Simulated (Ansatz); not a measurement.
GaAs: equilibrium volume by level of theory

**What was measured.** The equilibrium volume of GaAs (F-43m) is reported as 22.58 Å³/atom at 300 K (pmc:10405594, doi:10.1107/S1600576723004302). The runs below try to reproduce it.

```
As Ga
1.0
     0.00000    2.82685    2.82685
     2.82685    0.00000    2.82685
     2.82685    2.82685    0.00000
As Ga
1 1
Cartesian
  4.2403 4.2403 4.2403
  0.0000 0.0000 0.0000
```

| rung | level | program and potentials | cutoff (eV) | k mesh | smearing | task | spin | core time | chip | equilibrium volume (Å³/atom) | miss | notes |
| --- | --- | --- | --- | --- | --- | --- | --- | --- | --- | --- | --- | --- |
| GGA + dispersion | BLYP+D4 | Ansatz, Ansatz PAW | 420 | 8 × 8 × 8 | fermi-dirac 0.05 | relaxation of cell and atoms | off | 20 s | Intel Xeon Skylake/Cascade Lake | 22.85 | +1.2 % | potentials made for PBE, which Ansatz adapts in part |
| LDA | LDA | Ansatz, Ansatz PAW | 420 | 8 × 8 × 8 | fermi-dirac 0.05 | relaxation of cell and atoms | off | 22 s | Intel Xeon Skylake/Cascade Lake | 21.98 | -2.7 % | potentials made for PBE, which Ansatz adapts in part |
| GGA | BLYP | Ansatz, Ansatz PAW | 420 | 8 × 8 × 8 | fermi-dirac 0.05 | relaxation of cell and atoms | off | 27 s | Intel Xeon Skylake/Cascade Lake | 25.14 | +11.3 % | potentials made for PBE, which Ansatz adapts in part |
| GGA | RPBE | Ansatz, Ansatz PAW | 420 | 8 × 8 × 8 | fermi-dirac 0.05 | relaxation of cell and atoms | off | 29 s | Intel Xeon Skylake/Cascade Lake | 24.45 | +8.3 % | potentials made for PBE, which Ansatz adapts in part |
| GGA | revPBE | Ansatz, Ansatz PAW | 420 | 8 × 8 × 8 | fermi-dirac 0.05 | relaxation of cell and atoms | off | 30 s | Intel Xeon Skylake/Cascade Lake | 24.24 | +7.4 % | potentials made for PBE, which Ansatz adapts in part |
| meta-GGA + dispersion | r2SCAN+D3(BJ) | Ansatz, Ansatz PAW | 500 | 8 × 8 × 8 | fermi-dirac 0.05 | equation of state | off | 42 s | Arm Neoverse V1 | 22.41 | -0.8 % | potentials made for PBE, which Ansatz adapts in part |
| GGA | PBE | Ansatz, PseudoDojo standard | 1143 | 8 × 8 × 8 | fermi-dirac 0.05 | equation of state | off | 42 s | Arm Neoverse V2 | 23.74 | +5.1 % | - |
| hybrid | PBE0 | Ansatz, Ansatz PAW | 420 | 4 × 4 × 4 | fermi-dirac 0.05 | relaxation of cell and atoms | off | 1.8 min | Intel Xeon | 22.95 | +1.6 % | coarse mesh; potentials made for PBE, which Ansatz adapts in part |
| hybrid | revPBE0 | Ansatz, Ansatz PAW | 420 | 4 × 4 × 4 | fermi-dirac 0.05 | equation of state | off | 1.9 min | Arm Neoverse V2 | 23.30 | +3.2 % | coarse mesh; potentials made for PBE, which Ansatz adapts in part |
| hybrid | B3LYP | Ansatz, Ansatz PAW | 420 | 4 × 4 × 4 | fermi-dirac 0.05 | relaxation of cell and atoms | off | 2.2 min | Intel Xeon | 24.01 | +6.3 % | coarse mesh; potentials made for PBE, which Ansatz adapts in part |
| hybrid | BHLYP | Ansatz, Ansatz PAW | 420 | 4 × 4 × 4 | fermi-dirac 0.05 | equation of state | off | 2.3 min | AMD EPYC 7B13 Zen 3 | 23.26 | +3.0 % | coarse mesh; potentials made for PBE, which Ansatz adapts in part |
| hybrid | PBEsol0 | Ansatz, Ansatz PAW | 420 | 4 × 4 × 4 | fermi-dirac 0.05 | relaxation of cell and atoms | off | 2.4 min | Intel Xeon Skylake/Cascade Lake | 22.31 | -1.2 % | coarse mesh; potentials made for PBE, which Ansatz adapts in part |
| Hartree-Fock | HF | Ansatz, Ansatz PAW | 420 | 4 × 4 × 4 | fermi-dirac 0.05 | relaxation of cell and atoms | off | 3.1 min | Intel Xeon Skylake/Cascade Lake | 23.91 | +5.9 % | coarse mesh; potentials made for PBE, which Ansatz adapts in part |
| hybrid | r2SCAN50 | Ansatz, Ansatz PAW | 500 | 4 × 4 × 4 | fermi-dirac 0.05 | equation of state | off | 3.4 min | Arm Neoverse V1 | 22.23 | -1.6 % | coarse mesh; potentials made for PBE, which Ansatz adapts in part |
| hybrid | CAM-B3LYP | Ansatz, Ansatz PAW | 420 | 4 × 4 × 4 | fermi-dirac 0.05 | equation of state | off | 5 min | Intel Xeon Platinum 8175M Skylake/Cascade Lake | 22.88 | +1.3 % | coarse mesh; potentials made for PBE, which Ansatz adapts in part |
| GGA + dispersion | BLYP+D3(BJ) | Ansatz, all-electron LAPW, scalar-relativistic | - | 6 × 6 × 6 | gaussian 0.15 | equation of state | non-collinear, ferromagnetic start | 8 min | Arm Neoverse V1 | 22.93 | +1.6 % | moment up to 0.00 μB a cell |

Times are single runs on shared hosts and different chips, so they are rough; meshes, cutoffs and the tasks' sizes weigh on the time. Smearing widths are in eV. Meshes differ between rows, which moves values too. Meshes are those of the run's cell of 2 atoms unless a note names another. Relaxations start from the cell shown or near it and stop with a little pressure left. Misses use the values as printed. Runs on faulty files, with rough fits or with known faults for this quantity aren't shown. No row holds spin-orbit coupling.

By rung: LDA 21.98; GGA + dispersion 22.85 to 22.93; GGA 23.74 to 25.14; meta-GGA + dispersion 22.41; hybrid on coarse meshes 22.23 to 24.01; Hartree-Fock on coarse meshes 23.91 (Å³/atom). Measured: 22.58 Å³/atom at 300 K (pmc:10405594, doi:10.1107/S1600576723004302). Closest, coarse meshes and atomic bases left aside, is r2SCAN+D3(BJ) (-0.8 %), and PBE misses by +5.1 % on plain settings. The runs are for a static lattice, while measurements hold temperature and zero-point motion.
